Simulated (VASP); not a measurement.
**HfB2: relaxation of cell and atoms with PBE**

HfB2:

```
CELL_PARAMETERS angstrom
3.14000 0.00000 0.00000
-1.57000 2.71932 0.00000
0.00000 0.00000 3.48000
ATOMIC_POSITIONS crystal
Hf 0.00000 0.00000 0.00000
B 0.33333 0.66667 0.50000
B 0.66667 0.33333 0.50000
```

| Property | Result |
| --- | --- |
| Program | VASP 6.6.1 |
| Task | relaxation of cell and atoms |
| Functional | PBE |
| Potentials or basis | VASP PAW PBE potentials, release 64 (Hf_pv, B) |
| Cutoff | 600 eV |
| k mesh | 15 × 15 × 11 |
| Occupations | methfessel-paxton, width 0.1 eV |
| Spin | no spin polarisation |
| Further INCAR settings | ALGO = Normal; EDIFF = 1e-06; IBRION = 2; EDIFFG = -0.01; NSW = 90; ISIF = 3 |

```
Relaxed volume                         : 9.94 Å³/atom
Relaxed cell                           : a = 3.144 Å, b = 3.144 Å, c = 3.484 Å, α = 90.00°, β = 90.00°, γ = 120.00°
Space group after relaxing (to 0.05 Å) : P6/mmm (No. 191)
Energy gained by relaxing              : 0.1 meV/atom
Ionic steps                            : 3
Pressure after relaxing                : 0.0 GPa
Band gap on the k mesh                 : none (metal or under the smearing width)
```

Stress tensor (GPa, compression positive):
```
-0.03  0.00  0.00
 0.00 -0.03  0.00
 0.00  0.00  0.10
```

Step by step:
| step | energy change (eV) | largest force (eV/Å) | pressure (GPa) | volume (Å³) |
| --- | --- | --- | --- | --- |
| 1 | 0.0000 | 0.0000 | 0.96 | 29.71 |
| 2 | 0.0002 | 0.0000 | -1.20 | 29.97 |
| 3 | -0.0003 | 0.0000 | 0.01 | 29.82 |

Final structure:
```xyz
3
Lattice="3.1438 0.0000 0.0000 -1.5719 2.7226 0.0000 0.0000 0.0000 3.4844" Properties=species:S:1:pos:R:3 pbc="T T T"
Hf    0.0000    0.0000    0.0000
B     0.0000    1.8151    1.7422
B     1.5719    0.9075    1.7422
```

Levels at points of the mesh, in eV from the Fermi level:
| k point | band 4 | band 5 | band 6 | band 7 | band 8 | band 9 | band 10 | band 11 | band 12 |
| --- | --- | --- | --- | --- | --- | --- | --- | --- | --- |
| (0.00, 0.00, 0.00) | -13.76 | -3.02 | -2.92 | -2.92 | -2.81 | 3.98 | 3.98 | 4.62 | 4.62 |

Run time: 79 s on 1 thread of Intel(R) Xeon(R) Platinum 8488C (Sapphire Rapids), on a shared host, peak memory 0.23 GiB.

Spin-orbit coupling is left out, which matters for the levels of Hf. Zero-point motion and thermal expansion aren't in these numbers.
